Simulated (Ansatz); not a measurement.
TiTe$_{2}$: frozen-core PAW against all-electron methods

```xyz
3
Lattice="0.0000 3.4421 3.4421 3.4421 0.0000 3.4421 3.4421 3.4421 0.0000" Properties=species:S:1:pos:R:3 pbc="T T T"
Ti    0.0000    0.0000    0.0000
Te    1.7210    1.7210    1.7210
Te    5.1631    5.1631    5.1631
```

Atoms are numbered in the order listed.

The cell was built from the fluorite type and relaxed in the same program, and has space group Fm-3m; it needn't be a known or the stable phase.

No spin–orbit coupling, which matters for the heavy atoms here.

Methods: DFT, PBE, PAW with Ansatz's default frozen-core files, scalar-relativistic (Ansatz 0.2.0); DFT, PBE, all-electron LAPW, scalar-relativistic (Ansatz 0.2.0).

For PAW: a Γ-centred 10×10×10 k mesh, Fermi–Dirac smearing of 0.03 eV, cutoff 420 eV, no spin polarisation. LAPW targets a basis error of 1 meV/atom. The Ansatz runs share mesh, smearing and spin set-up. Plane-wave (PAW) pressures include the program's estimate of the Pulay term.

Stress and pressure are positive in compression.

Levels count from the Fermi level.

PAW results:

```json
{"quantity": "pressure (GPa)", "PAW": "0.00"}
{"quantity": "highest filled level at U (eV)", "PAW": "-1.270"}
{"quantity": "lowest empty level at U (eV)", "PAW": "0.023"}
{"quantity": "highest filled level at Γ (eV)", "PAW": "-0.145"}
{"quantity": "lowest empty level at Γ (eV)", "PAW": "2.104"}
```

Problem. What does full-potential LAPW give for the same quantities?

Solution. 
```csv
quantity,LAPW
pressure (GPa),0.01
highest filled level at U (eV),-1.270
lowest empty level at U (eV),0.023
highest filled level at Γ (eV),-0.145
lowest empty level at Γ (eV),2.105
```
